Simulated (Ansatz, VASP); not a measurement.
**SiGe in VASP and in Ansatz**

```
CELL_PARAMETERS angstrom
3.90060 0.00000 0.00000
-1.95030 3.37802 0.00000
0.00000 0.00000 6.44339
ATOMIC_POSITIONS crystal
Si 0.66667 0.33333 0.87455
Si 0.33333 0.66667 0.37455
Ge 0.66667 0.33333 0.46553
Ge 0.33333 0.66667 0.96553
```

Change from the starting cell: all Ge atoms moved -0.225 Å, as atom 3 along Cartesian [0 0 1].

Alike in both runs: task single point; functional PBEsol; k mesh 12 × 12 × 6; occupations gaussian, width 0.03 eV; no spin polarisation.

```csv
,VASP,Ansatz
version,VASP 6.6.1,Ansatz 0.2.0
potentials or method,"VASP PAW PBE potentials, release 64 (Si, Ge_d)","scalar-relativistic, plane waves, PAW"
plane-wave cutoff (eV),520,420
valence electrons in the cell,36,36
```

Ansatz gave:

```
gap on the k mesh at the Fermi level (eV)       : none
pressure (GPa)                                  : 1.4
largest component of the traceless stress (GPa) : 6.66
rms of the force components (eV/Å)              : 1.026
```

**Question.** What did VASP give for the same quantities?

**Answer.** gap on the k mesh at the Fermi level (eV): none; pressure (GPa): 1.3; largest component of the traceless stress (GPa): 6.63; rms of the force components (eV/Å): 1.023.

Atom by atom the forces differ by 0.003 eV/Å (rms over components). A gap of «none» marks a metal or a gap that the smearing closes.

Caveats: the PAW data sets were made with another functional, which shifts forces and pressure a little (VASP).
